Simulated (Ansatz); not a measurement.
Which way does SnO2 + TiSe2 ⇌ SnSe2 + TiO2 run?

Plane-wave DFT in Ansatz with scalar-relativistic PAW potentials, cutoff 420 eV, Γ-centred meshes chosen by cell and gap, Gaussian smearing with energies taken to zero width. Every cell was relaxed (cell and atoms) in a run of its own, within the symmetry of its start. Functional: PBE.

Total energies hold large constants for each element; a whole number of eV per atom of each element is taken off below, which cancels in a balanced reaction.

| compound | lowest structure computed | structures tried | V (Å³/atom) | gap on mesh (eV) | E (eV per formula unit, common shift removed) |
| --- | --- | --- | --- | --- | --- |
| SnO2 | P4_2/mnm | 10 | 12.58 | 0.68 | -4.9846 |
| TiSe2 | P-3m1 | 5 | 24.24 | 0.00 | -3.2015 |
| SnSe2 | P-3m1 | 6 | 30.17 | 0.70 | -1.3974 |
| TiO2 | I4_1/amd | 8 | 11.66 | 2.14 | -8.7499 |

Question: Work out the reaction energy at 0 K.

Answer: ΔE = E(SnSe2) + E(TiO2) − E(SnO2) − E(TiSe2) = -1.961 eV, or -189 kJ per mole of reaction (-327 meV/atom). The right side is lower: Sn takes Se and Ti takes O. Pauling's electronegativities (Ti 1.54, Sn 1.96; O 3.44, Se 2.55) would pair Ti with O, the most ionic bond; the result follows that. All four are computed as solids; where they are solids at ordinary conditions entropy changes little. A lower structure that wasn't tried would shift the value, and mixed crystals may lie lower than either side.

Each cell of SnSe2, TiSe2 holds layers, and where no dispersion correction was added their binding is poorly described.